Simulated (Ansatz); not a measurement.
## Nb: band structure with PBE

Crystal: Nb.

```
Nb
1.0
    -1.66395    1.66395    1.66395
     1.66395   -1.66395    1.66395
     1.66395    1.66395   -1.66395
Nb
1
Direct
  0.00000 0.00000 0.00000
```

- Program: Ansatz 0.2.0
- Task: band structure
- Functional: PBE
- Potentials or basis: Ansatz PAW
- Cutoff: 420 eV (not typed: the program's choice for these potentials)
- k mesh: 11 × 11 × 11
- Occupations: fermi-dirac, width 0.05 eV
- Spin: no spin polarisation
- Path: [["G", "H", "N", "G", "P", "H"], ["P", "N"]]
- Points for each segment of the path: 14

```
Pressure               : -2.0 GPa
Band gap on the k mesh : none (metal or under the smearing width)
```

Levels at the corners of the path, in eV from the Fermi level:
```csv
point,band 3,band 4,band 5,band 6,band 7,band 8,band 9,band 10
Γ,-29.70,-29.70,-5.83,0.40,0.40,0.40,3.24,3.24
H,-30.57,-30.57,-3.56,-3.56,5.48,5.48,5.48,8.91
N,-30.10,-29.71,-3.59,-1.56,2.22,3.25,3.92,6.22
Γ,-29.70,-29.70,-5.83,0.40,0.40,0.40,3.24,3.24
P,-30.34,-30.34,-1.04,-1.04,-1.04,4.04,4.04,9.24
H,-30.57,-30.57,-3.56,-3.56,5.48,5.48,5.48,8.91
P,-30.34,-30.34,-1.04,-1.04,-1.04,4.04,4.04,9.24
N,-30.10,-29.71,-3.59,-1.56,2.22,3.25,3.92,6.22
```

It took 0.86 s on 2 threads of Arm Neoverse V1 (shared host), peak memory 0.26 GiB.
